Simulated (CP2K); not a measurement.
Runs of CP2K 2026.2 on KCl (Sylvite). The structure is cubic, space group Fm-3m (No. 225). The conventional cell has a = 6.293 Å, b = 6.293 Å, c = 6.293 Å, α = 90.00°, β = 90.00°, γ = 90.00°. K (site symmetry m-3m) has 6 Cl at 3.15 Å as nearest neighbours. Cl (site symmetry m-3m) has 6 K at 3.15 Å as nearest neighbours. 

```csv
task,level,potentials or basis,smearing,EPS_DEFAULT,NGRIDS,CUTOFF of the grids,points a segment of the path (NPOINTS),bands added on the path,gap on the mesh (eV),pressure (GPa)
single point,RPBE,"POTENTIAL_UZH K GTH-PBE-q9, Cl GTH-PBE-q7; TZVP-MOLOPT-PBE-GTH basis",gaussian 0.1 eV,1.0E-10,4,450 Ry,-,-,5.51,2.3
single point,PBE,"GTH_POTENTIALS K GTH-BLYP-q9, Cl GTH-BLYP-q7; DZVP-MOLOPT-SR-GTH basis",fermi-dirac 0.05 eV,1.0E-10,4,450 Ry,-,-,5.19,(b)
band structure,TB-mBJ,"POTENTIAL_UZH K GTH-PBE-q9, Cl GTH-PBE-q7; TZVP-MOLOPT-PBE-GTH basis",fermi-dirac 0.01 eV,1.0E-9,4,675 Ry,10,4,(d),-
single point,PBE,"POTENTIAL_UZH K GTH-SCAN-q9, Cl GTH-SCAN-q7; DZVP-MOLOPT-SR-GTH basis",fermi-dirac 0.05 eV,1.0E-10,4,450 Ry,-,-,5.24,0.9
band structure,LDA,"GTH_POTENTIALS K GTH-PADE-q9, Cl GTH-PADE-q7; TZVP-MOLOPT-PBE-GTH basis",fermi-dirac 0.01 eV,1.0E-10,5,450 Ry,6,4,4.72,-2.0
single point,PBE,"GTH_POTENTIALS K GTH-PBE-q9, Cl GTH-PBE-q7; DZVP-MOLOPT-SR-GTH basis",fermi-dirac 0.05 eV,1.0E-10,4,450 Ry,-,-,(a),0.9
band structure,r2SCAN,"POTENTIAL_UZH K GTH-SCAN-q9, Cl GTH-SCAN-q7; TZVP-MOLOPT-SCAN-GTH basis",fermi-dirac 0.05 eV,1.0E-9,4,675 Ry,8,4,5.82,(c)
```

Alike in all rows: no spin polarisation; cell as given; k mesh 7 × 7 × 7.

**Question.** Fill in the values left out.

**Answer.** (a) 5.18; (b) 1.0; (c) 0.0; (d) 5.95.

Caveats: the basis of atomic orbitals isn't converged, which shifts pressures, moduli and gaps; the potentials were made for another functional, which shifts forces and pressure (some runs); an odd mesh through Γ misses points on the zone boundary, where band edges often lie (some runs); this is a model potential without an energy functional, so only levels have meaning (some runs).

Not every run made on this cell is shown here.
